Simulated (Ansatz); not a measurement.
# HfC under changes of volume

One of the cells (12.587 Å³/atom); the others are scaled copies at fixed shape and fractional positions:

```
Hf C
1.0
     3.34287    0.00000    0.00000
    -1.67143    2.89501    0.00000
     0.00000    0.00000    5.20271
Hf C
2 2
Direct
  0.33333 0.66667 0.25000
  0.66667 0.33333 0.75000
  0.00000 0.00000 0.50000
  0.00000 0.00000 0.00000
```

The cell comes from a database or a generator and needn't be the stable form of this composition.

| Quantity | Value |
| --- | --- |
| Program | Ansatz 0.2.0 |
| Functional | LDA |
| Potentials or basis | all-electron LAPW, scalar-relativistic |
| Cutoff | 278 eV (chosen from the basis error) |
| Basis error allowed | 0.002 eV/atom |
| k mesh | 9 × 9 × 5 |
| Occupations | fermi-dirac, width 0.05 eV |
| Spin | no spin polarisation |

| volume (Å³/atom) | energy over the lowest point (meV/atom) | pressure (GPa) |
| --- | --- | --- |
| 11.832 | 0.00 | 2.2 |
| 12.084 | 0.89 | -3.2 |
| 12.336 | 9.87 | -8.1 |
| 12.587 | ? | ? |
| 12.839 | 48.97 | -16.5 |
| 13.091 | 77.69 | -20.0 |
| 13.343 | 111.69 | -23.2 |

Question: What does the run at 12.587 Å³/atom give?

Answer: Energy over the lowest point 26.15 meV/atom; pressure -12.5 GPa.

Worked out: A Birch-Murnaghan fit of order 3 (a polynomial in V^(-2/3)) to the other rows has its minimum at 11.93 Å³/atom with B0 = V·E''(V) = 262 GPa and B' = 4.2 at fixed shape and positions, which overstates the stiffness. It gives 26.12 meV/atom at 12.587 Å³/atom, against the run's 26.15, and -dE/dV = -12.5 GPa, against -12.5.

Energies are extrapolated to zero smearing.
